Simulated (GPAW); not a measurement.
The system is TaN.

```
Ta N
1.0
     2.93800    0.00000    0.00000
    -1.46900    2.54438    0.00000
     0.00000    0.00000    2.88300
Ta N
1 1
Direct
  0.00000 0.00000 0.50000
  0.66667 0.33333 0.00000
```

Base run:

* Program: GPAW 26.7.0
* Functional: r2SCAN
* Potentials or basis: GPAW PAW data sets (gpaw-data 1.2.1)
* Cutoff: 600 eV
* Basis: pw
* k mesh: 8 × 8 × 7
* Occupations: fermi-dirac, width 0.05 eV
* Spin: no spin polarisation

Its results: pressure -5.6 GPa.

The run is repeated on the same cell with these changes: functional from r2SCAN to LDA; potentials or basis from GPAW PAW data sets (gpaw-data 1.2.1) to the program's PAW data sets (release 1.2.1) made for this functional; cutoff from 600 eV to 800 eV. What comes out?

Pressure -13.0 GPa.

Caveats: the cutoff is short for stress and forces, so pressures can be off by a GPa or more (some runs); the PAW data sets were made with another functional, which shifts forces and pressure a little (some runs).

Not every run made on this cell is shown here.
